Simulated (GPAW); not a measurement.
## TiO: relaxation of cell and atoms with PBEsol

TiO:

```
CELL_PARAMETERS angstrom
4.08667 0.00000 0.00000
0.00000 4.08667 0.00000
0.00000 0.00000 4.08667
ATOMIC_POSITIONS crystal
Ti 0.50000 0.00000 0.50000
Ti 0.00000 0.50000 0.50000
Ti 0.50000 0.50000 0.00000
O 0.00000 0.00000 0.50000
O 0.50000 0.00000 0.00000
O 0.00000 0.50000 0.00000
```

The cell comes from a database or a generator and needn't be the stable form of this composition.

| Property | Result |
| --- | --- |
| Program | GPAW 26.7.0 |
| Task | relaxation of cell and atoms |
| Functional | PBEsol |
| Potentials or basis | PAW data sets generated in the run's folder for this functional |
| Cutoff | 800 eV |
| Basis | pw |
| k mesh | 5 × 5 × 5 |
| Occupations | fermi-dirac, width 0.05 eV |
| Spin | no spin polarisation |
| Target pressure | 20 GPa |
| Maxiter | 150 |
| Optimizer | BFGS |
| Fmax | 0.02 eV/Å |
| Max steps | 60 |
| Target pressure | 20 GPa |
| Convergence | density=1e-05 forces=0.0001 |

```json
{
 "Relaxed volume": "10.20 Å³/atom",
 "Relaxed cell": "a = 3.941 Å, b = 3.941 Å, c = 3.941 Å, α = 90.00°, β = 90.00°, γ = 90.00°",
 "Space group after relaxing (to 0.05 Å)": "Pm-3m (No. 221)",
 "Energy change on relaxing (the enthalpy is what falls)": "+39.8 meV/atom",
 "Ionic steps": "4",
 "Pressure after relaxing": "19.9 GPa",
 "Band gap on the k mesh": "none (metal or under the smearing width)"
}
```

The path:
| step | energy change (eV) | largest force (eV/Å) | pressure (GPa) | volume (Å³) |
| --- | --- | --- | --- | --- |
| 1 | 0.0000 | 0.0000 | -7.14 | 68.25 |
| 2 | -0.0314 | 0.0000 | -4.39 | 67.32 |
| 3 | 0.2791 | 0.0000 | 21.44 | 60.91 |
| 4 | 0.2387 | 0.0000 | 19.85 | 61.22 |

Final structure:
```xyz
6
Lattice="3.9412 0.0000 0.0000 0.0000 3.9412 0.0000 0.0000 0.0000 3.9412" Properties=species:S:1:pos:R:3 pbc="T T T"
Ti    1.9706    0.0000    1.9706
Ti    0.0000    1.9706    1.9706
Ti    1.9706    1.9706    0.0000
O     0.0000    0.0000    1.9706
O     1.9706    0.0000    0.0000
O     0.0000    1.9706    0.0000
```

Levels at points of the mesh, in eV from the Fermi level:
```tsv
k point	band 25	band 26	band 27	band 28	band 29	band 30
(0.00, 0.00, 0.00)	-3.33	-1.86	-1.86	-1.86	1.39	1.39
```

It took 100 s on 1 thread of Arm Neoverse V2, with other jobs on the host, peak memory 0.25 GiB.

Caveat: later steps reuse the first step's grids; semilocal functionals often make such compounds metallic where correlation or magnetic order opens a gap, which also shifts bond lengths.
